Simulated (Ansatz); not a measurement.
Cu, 2 atoms in the cell. Symmetry: Cmcm, No. 63, orthorhombic system. The conventional cell has a = 2.437 Å, b = 7.953 Å, c = 2.475 Å, α = 90.00°, β = 90.00°, γ = 90.00°. Cu (site symmetry m2m) is surrounded by 10 Cu at 2.44 to 2.54 Å. This isn't the form of Cu at room conditions, which is fcc.

| Item | Value |
| --- | --- |
| Program | Ansatz 0.2.0 |
| Task | band structure |
| Functional | PBEsol |
| Potentials or basis | Ansatz PAW |
| Cutoff | 420 eV (not typed: the program's choice for these potentials) |
| k mesh | 6 × 6 × 6 |
| Occupations | fermi-dirac, width 0.05 eV |
| Spin | no spin polarisation |
| Path | [["G", "X", "S", "R", "A", "Z", "G", "Y", "X1", "A1", "T", "Y"], ["Z", "T"]] |
| Points for each segment of the path | 14 |

Potentials or basis: Ansatz PAW.

Run with:

```bash
$ ansatz run input.yaml --threads 2 --pin off --max-ram 5632MiB --backend cpu --events-out ev --progress --plain --runs-dir out
```

Hardware: 2 threads of Arm Neoverse V2, with other jobs on the host.

Q: Estimate the wall time of this run.

A: It took 2 s on 2 threads of Arm Neoverse V2, on a shared host, peak memory 0.33 GiB. Counts: scf iterations 6, plane waves 445, k points 52, bands 25.
